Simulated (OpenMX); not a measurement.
**TiTe2 under changes of volume**

One of the cells (26.760 Å³/atom); the others are scaled copies at fixed shape and fractional positions:

```
Te Ti
1.0
     3.77700    0.00000    0.00000
    -1.88850    3.27098    0.00000
     0.00000    0.00000    6.49800
Te Ti
2 1
Direct
  0.33333 0.66667 0.73720
  0.66667 0.33333 0.26280
  0.00000 0.00000 0.00000
```

| Property | Result |
| --- | --- |
| Program | OpenMX 3.8.5 |
| Functional | PBE |
| Potentials or basis | OpenMX 2013 PBE set, Te7.0-s3p2d2, Ti7.0-s2p2d1, fixed grid of 45 × 45 × 90 points |
| k mesh | 9 × 9 × 5 |
| Occupations | fermi-dirac, width 0.05 eV |
| Spin | no spin polarisation |

```tsv
volume (Å³/atom)	energy over the lowest point (meV/atom)	largest force (eV/Å)
25.154	34.52	0.688
25.689	17.78	0.503
26.225	?	?
26.760	1.17	0.073
27.295	0.00	0.055
27.830	2.98	0.216
28.365	9.66	0.407
```

Task: What does the run at 26.225 Å³/atom give?

Result: Energy over the lowest point 6.90 meV/atom; largest force 0.269 eV/Å.

Worked out: A Birch-Murnaghan fit of order 3 (a polynomial in V^(-2/3)) to the other rows has its minimum at 27.17 Å³/atom with B0 = V·E''(V) = 64 GPa and B' = 4.8 at fixed shape and positions, which overstates the stiffness. It gives 6.87 meV/atom at 26.225 Å³/atom, against the run's 6.90.

Energies are extrapolated to zero smearing.

Caveats: the basis has few d functions beyond the semicore shells, which can make volumes several per cent too large; the transition metal has a single d function, too few for pressures, volumes and moments; this functional lacks dispersion, which binds the layers, so the pressure and a relaxed spacing across them are unreliable; the basis of atomic orbitals isn't converged, which shifts pressures, moduli and gaps.
